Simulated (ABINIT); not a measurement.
Crystal: Ga.

```
Ga
1.0
     2.77842    0.00000    0.00000
     0.00000    3.28161    0.00000
    -1.34343    0.00000    3.99027
Ga
2
Direct
  0.13460 0.75000 0.77017
  0.86540 0.25000 0.22983
```

This isn't the form of Ga at room conditions, which is orthorhombic.

- Program: ABINIT 10.8.3 (patched build)
- Task: relaxation of cell and atoms
- Functional: PBEsol
- Potentials or basis: JTH PAW PBE v2.0
- Cutoff: 463 eV
- k mesh: 8 × 7 × 6
- Occupations: fermi-dirac, width 0.05 eV
- Spin: no spin polarisation

At the start: pressure -0.5 GPa; volume 18.19 Å³/atom.

Task: Where does the relaxation end?

Result: Over 37 steps the energy falls by 8.1 meV/atom and the volume is 17.96 Å³/atom (-1.2 %); space group P2_1/m (No. 11, to 0.05 Å).

The path:
```
step  energy change (eV)  largest force (eV/Å)  pressure (GPa)  volume (Å³)
   1              0.0000                0.0984           -0.46        36.38
   2             -0.0013                0.0959           -0.39        36.33
   3             -0.0100                0.0115            1.23        35.28
   4             -0.0129                0.0343            0.59        35.62
   5             -0.0147                0.0300            0.41        35.71
   6             -0.0084                0.0492           -0.41        36.27
   7              0.0553                0.0970            4.48        34.28
   8             -0.0126                0.0368           -0.19        36.07
   9             -0.0178                0.0296            0.02        35.92
  10             -0.0088                0.0486           -0.26        36.16
  11             -0.0115                0.0405           -0.01        35.99
  12             -0.0125                0.0274            0.37        35.77
  13             -0.0126                0.0313            0.14        35.89
  14             -0.0119                0.0341            0.28        35.83
  15             -0.0130                0.0258            0.08        35.92
  16             -0.0132                0.0212            0.04        35.94
  17             -0.0136                0.0103           -0.09        36.00
  18             -0.0137                0.0139           -0.15        36.02
  19             -0.0140                0.0285           -0.25        36.06
  20             -0.0104                0.0327           -0.50        36.24
  21             -0.0145                0.0405           -0.25        36.05
  22             -0.0153                0.0457           -0.24        36.06
  23             -0.0146                0.0334           -0.20        36.04
  24             -0.0155                0.0401           -0.18        36.03
  25             -0.0156                0.0367           -0.14        36.00
  26             -0.0158                0.0193            0.06        35.89
  27             -0.0158                0.0177            0.06        35.88
  28             -0.0158                0.0147            0.06        35.88
  29             -0.0159                0.0156            0.03        35.90
  30             -0.0159                0.0186           -0.03        35.94
  31             -0.0159                0.0196           -0.05        35.96
  32             -0.0159                0.0197           -0.09        35.99
  33             -0.0160                0.0179           -0.11        36.00
  34             -0.0161                0.0122           -0.11        35.99
  35             -0.0162                0.0053           -0.07        35.97
  36             -0.0163                0.0001           -0.01        35.94
  37             -0.0163                0.0003            0.00        35.93
```

Final structure:
```cif
data_structure
_symmetry_space_group_name_H-M 'P 1'
_symmetry_Int_Tables_number 1
_cell_length_a 2.7122
_cell_length_b 3.3834
_cell_length_c 4.1300
_cell_angle_alpha 90.000
_cell_angle_beta 108.553
_cell_angle_gamma 90.000
_cell_volume 35.93
loop_
_atom_site_label
_atom_site_type_symbol
_atom_site_fract_x
_atom_site_fract_y
_atom_site_fract_z
_atom_site_occupancy
Ga1 Ga 0.14807 0.75000 0.76687 1
Ga2 Ga 0.85193 0.25000 0.23313 1
```

Caveat: the PAW data sets were made with another functional, which shifts forces and pressure a little.
